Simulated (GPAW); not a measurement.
# ZnSe (Stilleite) (F-43m) in GPAW: a series of runs

One crystal, ZnSe (Stilleite), is run at these levels: vdW-DF-cx, M06-L+D4, BP86, r2SCAN; tasks: equation of state, band structure.

Program: GPAW 26.7.0. These are calculated values, not measurements. Logs are shortened: lines on timing, memory, paths and dates and some standing lists are left out, and cuts for length are marked. The log counts tension as positive stress, the text compression.

**What was measured.**

From “Alloy Disordering Effects on the Thermal Conductivity and Energy Gap Temperature Dependence of Cd1−xZnxSe Ternary Crystals Grown by the Bridgman Method”, 2023, pmc:10253836, for a bulk crystal of ZnSe at 300 K: band gap 2.695 ± 0.003 eV (an exciton energy, a little under the gap).

How close the calculation comes is told below.

**1. The crystal as given**

It takes space group F-43m (No. 216, cubic). The conventional cell has a = 5.668 Å, b = 5.668 Å, c = 5.668 Å, α = 90.00°, β = 90.00°, γ = 90.00°. Se (site symmetry -43m) has 4 Zn at 2.45 Å as nearest neighbours. Zn (site symmetry -43m) is surrounded by 4 Se at 2.45 Å.

**2. Equation of state, vdW-DF-cx**

run.py

```python
from ase.eos import EquationOfState
from ase.io import Trajectory, read
from ase.units import GPa
from gpaw import GPAW, PW

atoms = read('ZnSe.xyz')

traj = Trajectory('eos.traj', 'w')
volumes, energies = [], []
for x in [0.94, 0.96, 0.98, 1.0, 1.02, 1.04, 1.06]:
    a = atoms.copy()
    a.set_cell(atoms.cell * x**(1 / 3), scale_atoms=True)
    calc = GPAW(mode=PW(600),
                xc={'name': 'vdW-DF-cx', 'backend': 'libvdwxc'},
                kpts={'size': (7, 7, 7), 'gamma': True},
                occupations={'name': 'fermi-dirac', 'width': 0.05},
                nbands=18,
                convergence={'density': 1e-05, 'energy': 1e-05},
                maxiter=150,
                txt=f'eos-{x:.2f}.txt')
    a.calc = calc
    energies.append(a.get_potential_energy(force_consistent=True))
    volumes.append(a.get_volume())
    calc.write(f'eos-{x:.2f}.gpw')
    traj.write(a)
    print(f'{x:.2f} {volumes[-1]:10.4f} A^3 {energies[-1]:14.6f} eV', flush=True)

v0, e0, B = EquationOfState(volumes, energies, eos='birchmurnaghan').fit()
print(f'V0 = {v0:.4f} A^3, E0 = {e0:.6f} eV, B0 = {B / GPa:.2f} GPa')
```

ZnSe.xyz

```xyz
2
Lattice="0.0000000000 2.8338000000 2.8338000000 2.8338000000 0.0000000000 2.8338000000 2.8338000000 2.8338000000 0.0000000000" Properties=species:S:1:pos:R:3 pbc="T T T"
Se     4.2507000000      4.2507000000      4.2507000000
Zn     0.0000000000      0.0000000000      0.0000000000
```

Potentials or basis: GPAW PAW data sets (gpaw-data 1.2.1), pw.

The run is started by

```sh
> OMP_NUM_THREADS=1 python run.py
```

The log of the run:

```text
__  _  _
 | _ |_)|_||  |
 |__||  | ||/\| - 26.7.0

Input parameters:
  mode=PW(ecut=600.0),
  convergence={'density': 1e-05, 'energy': 1e-05},
  kpts=MonkhorstPack(size=(7, 7, 7), gamma=True),
  maxiter=150,
  nbands=18,
  occupations=Occupations(name='fermi-dirac', width=0.05),
  xc=XC(name='vdW-DF-cx', backend='libvdwxc')

Diagonalizing LCAO Hamiltonian
Converting LCAO to pw mode

                    Se

       Zn

Atoms  # Å, Bohr magnetons
|   | symbol |        x |        y |        z |    initial magnetic moments |
|---|--------|----------|----------|----------|-----------------------------|
| 0 |     Se | 4.163927 | 4.163927 | 4.163927 | ( 0.0000,  0.0000,  0.0000) |
| 1 |     Zn | 0.000000 | 0.000000 | 0.000000 | ( 0.0000,  0.0000,  0.0000) |

Unit cell  # Å
| periodic |        x |        y |        z |  lengths |    angles |
|----------|----------|----------|----------|----------|-----------|
|      yes | 0.000000 | 2.775951 | 2.775951 | 3.925788 | 60.000000 |
|      yes | 2.775951 | 0.000000 | 2.775951 | 3.925788 | 60.000000 |
|      yes | 2.775951 | 2.775951 | 0.000000 | 3.925788 | 60.000000 |

Number of symmetries: 24
Symmetry operations  # r_c * U_cc + t_c -> r_c
|    | kind |            matrix            |
|----|------|------------------------------|
|  0 |  E   |  1, 0, 0,  0, 1, 0,  0, 0, 1 |
|  1 |  σ   |  1, 0, 0,  0, 0, 1,  0, 1, 0 |
|  2 |  σ   |  1, 0,-1,  0, 1,-1,  0, 0,-1 |
|  3 |  C3  |  1, 0,-1,  0, 0,-1,  0, 1,-1 |
|  4 |  C3  |  1,-1, 0,  0,-1, 1,  0,-1, 0 |
|  5 |  σ   |  1,-1, 0,  0,-1, 0,  0,-1, 1 |
|  6 |  σ   |  0, 1, 0,  1, 0, 0,  0, 0, 1 |
|  7 |  C3  |  0, 1, 0,  0, 0, 1,  1, 0, 0 |
|  8 |  C2  |  0, 1,-1,  1, 0,-1,  0, 0,-1 |
|  9 |  S4  |  0, 1,-1,  0, 0,-1,  1, 0,-1 |
| 10 |  C3  |  0, 0, 1,  1, 0, 0,  0, 1, 0 |
| 11 |  σ   |  0, 0, 1,  0, 1, 0,  1, 0, 0 |
| 12 |  S4  |  0, 0,-1,  1, 0,-1,  0, 1,-1 |
| 13 |  C3  |  0, 0,-1,  0, 1,-1,  1, 0,-1 |
| 14 |  S4  |  0,-1, 1,  1,-1, 0,  0,-1, 0 |
| 15 |  C2  |  0,-1, 1,  0,-1, 0,  1,-1, 0 |
| 16 |  C3  |  0,-1, 0,  1,-1, 0,  0,-1, 1 |
| 17 |  S4  |  0,-1, 0,  0,-1, 1,  1,-1, 0 |
| 18 |  S4  | -1, 1, 0, -1, 0, 1, -1, 0, 0 |
| 19 |  C3  | -1, 1, 0, -1, 0, 0, -1, 0, 1 |
| 20 |  C3  | -1, 0, 1, -1, 1, 0, -1, 0, 0 |
| 21 |  S4  | -1, 0, 1, -1, 0, 0, -1, 1, 0 |
| 22 |  σ   | -1, 0, 0, -1, 1, 0, -1, 0, 1 |
| 23 |  C2  | -1, 0, 0, -1, 0, 1, -1, 1, 0 |

BZ-sampling:
  Number of BZ points: 343
  Number of IBZ points: 20

  Monkhorst-Pack size: [7, 7, 7]
  Monkhorst-Pack shift: [0, 0, 0]

K-points  # in reciprocal-cell coordinates
|     |                                coordinates |     weight |
|-----|--------------------------------------------|------------|
|   0 | (  0.00000000,   0.00000000,   0.00000000) | 0.00291545 |
|   1 | (  0.14285714,   0.14285714,   0.00000000) | 0.01749271 |
|   2 | (  0.14285714,   0.14285714,   0.14285714) | 0.02332362 |
|   3 | (  0.28571429,   0.14285714,   0.14285714) | 0.03498542 |
|   4 | (  0.28571429,   0.28571429,   0.00000000) | 0.01749271 |
|   5 | (  0.28571429,   0.28571429,   0.14285714) | 0.06997085 |
|   6 | (  0.28571429,   0.28571429,   0.28571429) | 0.02332362 |
|   7 | (  0.42857143,  -0.28571429,  -0.28571429) | 0.03498542 |
|   8 | (  0.42857143,   0.28571429,  -0.42857143) | 0.13994169 |
|   9 | (  0.42857143,   0.28571429,  -0.28571429) | 0.06997085 |
| ... |                                            |            |
|  19 | (  0.42857143,   0.42857143,   0.42857143) | 0.02332362 |

Plane wave coefficients: 1442
Cutoff: 600.0 eV

Spin-components: 1 (collinear spins)
Bands:           18
Projectors:      11
Spin-degeneracy: 2
Datatype:        complex128

Parallelization:
  kpt:    1
  domain: 1
  band:   1

Density:
  Valence electrons: 18.0
  Components: 1
  Grid points: [24 24 24]
  Charge: 0.0  # |e|

Potential:
  Grid points: [24 24 24]

species:
  Se:
    name:    Selenium
    Z:       34.0
    valence: 6
    core:    28
    charge:  0.0  # [|e|]
    compensation charges:
      type: gauss
      rc: 0.27  # [Å]
      lmax: 2
    cutoffs:
      filter: 1.77  # [Å]
      core: 2.67  # [Å]
    projectors
    | kind |    occ | energy [eV] | rcut [Å] |
    |------|--------|-------------|----------|
    |   4s |  2.000 |     -17.277 |    0.847 |
    |   4p |  4.000 |      -6.512 |    1.005 |
    |    s |        |       9.935 |    0.847 |
    |    p |        |      20.699 |    1.005 |
    |    d |        |       0.000 |    0.847 |

    Using partial waves for Se as LCAO basis

  Zn:
    name:    Zinc
    Z:       30.0
    valence: 12
    core:    18
    charge:  0.0  # [|e|]
    compensation charges:
      type: gauss
      rc: 0.37  # [Å]
      lmax: 2
    cutoffs:
      filter: 2.14  # [Å]
      core: 2.28  # [Å]
    projectors
    | kind |    occ | energy [eV] | rcut [Å] |
    |------|--------|-------------|----------|
    |   4s |  2.000 |      -5.977 |    1.286 |
    |   4p |  0.000 |      -1.117 |    1.270 |
    |   3d | 10.000 |     -10.142 |    1.180 |
    |    s |        |      21.234 |    1.286 |
    |    p |        |      26.095 |    1.270 |
    |    d |        |      17.070 |    1.180 |

    Using partial waves for Zn as LCAO basis

Reference energy: -114964.858784  # eV

eigensolver:
  PPCG
  Converge bands: occupied
  niter=2

density mixing:
  MSR1-Mixer
  Pratt-step length: 0.05
  Maximum mixing coefficient: 0.75
  Old densities: 10
  SVD Regularization: 0.005
  Good broyden scale: 1.0
  Trust region scale: 1.0
  Backstep threshold: 4.0
  History deletion threshold: 6.0
  Fourier metric: weight=20.0, sigma=0.015

occupation numbers:
  Fermi-Dirac:
    width: 0.0500  # eV

poisson solver:
  ecut: 4800.0  # eV

xc functional:
  name: vdW-DF-cx with libvdwxc
  Mode: serial
  Semilocal: GGA_X_LV_RPW86+LDA_C_PW with 2 nearest neighbor stencil
  Local blocksize: 48 x 48 x 48
  PAW datasets: PBE

convergence criteria:
- Maximum integral of absolute [dens]ity change: 1e-05 electrons / valence electron
- Maximum [total energy] change in last 3 cyles: 1e-05 eV / valence electron
- Maximum integral of absolute [eigenst]ate change: 4e-08 eV^2 / valence electron
maximum number of iterations: 150

SCF iterations
|iter     | |      energy | eigst |  dens |
|---------|-|-------------|-------|-------|
|iter:   1| |   44.176570 | -0.27 |       |
|iter:   2| |   44.226994 | -2.18 | -1.26 |
|iter:   3| |   44.393137 | -1.59 | -1.30 |
|iter:   4| |   44.392859 | -2.65 | -1.87 |
|iter:   5| |   44.392006 | -3.82 | -2.37 |
|iter:   6| |   44.392041 | -4.30 | -2.96 |
|iter:   7| |   44.392028c| -5.46 | -3.65 |
|iter:   8| |   44.392025c| -6.27 | -3.99 |
|iter:   9| |   44.392025c| -8.42c| -5.10c|

Converged in 9 steps
Energy contributions relative to reference atoms: (reference = -114964.858784)

Energy contributions:
  Kinetic:          19.824830
  Coulomb:         -16.695005
  Zero:             -0.118395
  External:          0.000000
  Xc:               41.380595
  Entropy:          -0.000000
  Spinorbit:         0.000000
  ----------------------------
  Free energy:      44.392025
  Extrapolated:     44.392025

dipole moment: (-6.749989, -6.749989, -6.749989)  # |e|*Ang

Fermi level: 5.277
Eigenvalues  # (at kpt = [0.000, 0.000, 0.000])
| band index |      eig [eV] | occ [0-2] |
|------------|---------------|-----------|
|          0 |        -9.161 |     2.000 |
|          1 |        -2.389 |     2.000 |
|          2 |        -2.389 |     2.000 |
|          3 |        -2.389 |     2.000 |
|          4 |        -1.981 |     2.000 |
|          5 |        -1.981 |     2.000 |
|          6 |         4.488 |     2.000 |
|          7 |         4.488 |     2.000 |
|          8 |         4.488 |     2.000 |
|          9 |         6.011 |     0.000 |
|         10 |        10.279 |     0.000 |
|         11 |        10.279 |     0.000 |
|         12 |        10.279 |     0.000 |
|         13 |        14.628 |     0.000 |
|         14 |        16.071 |     0.000 |
|         15 |        16.071 |     0.000 |
|         16 |        17.589 |     0.000 |
|         17 |        17.589 |     0.000 |

Gap: 1.523 eV
Transition (v -> c):
  (s=0, k=0, n=8, [0.00, 0.00, 0.00]) -> (s=0, k=0, n=9, [0.00, 0.00, 0.00])
No difference between direct/indirect transitions
# Writing to eos-0.94.gpw (mode='')
```

Run time: 48 s. Hardware: 1 thread of Intel Xeon 6975P-C (Granite Rapids), shared host; peak memory 0.29 GiB.

What came out:

* Equilibrium volume: 23.08 Å³/atom
* Bulk modulus: 60 GPa
* Pressure derivative of the bulk modulus: 5.1 (rough: it moves with the points fitted)

Energy against volume, from the lowest point:
```csv
volume (Å³/atom),energy (meV/atom)
21.391,26.78
21.846,13.63
22.301,5.09
22.757,0.69
23.212,0.00
23.667,2.55
24.122,7.93
```

Caveat: the PAW data sets were made with another functional, which shifts forces and pressure a little.

[end of part 1 of 3]
